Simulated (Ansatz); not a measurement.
Take a crystal in which Ge has been replaced by Sn on all its sites, with the cell rescaled by a rough guess (in some cases also distorted within its space group) and nothing relaxed:

```
Sn
1.0
     1.51213   -3.01788    0.00000
     1.51213    3.01788    0.00000
     0.00000    0.00000    2.98771
Sn
1
Direct
  0.50000 0.50000 0.00000
```

The calculation used Ansatz, DFT PBEsol, scalar-relativistic, plane waves, PAW.

Settings: cutoff 420 eV, Γ-centred mesh 16×16×14 on the computed 1-atom cell, Gaussian smearing of 0.10 eV; no spin polarisation.

**Question.** Will this cell want to expand or contract, and how hard?

**Answer.** The pressure is 0.1 GPa (positive in compression), so the cell would hardly change its volume.

**Question.** Is it a metal on this mesh?

**Answer.** Yes, a band crosses the Fermi level.

This form isn't the element's structure at ambient conditions.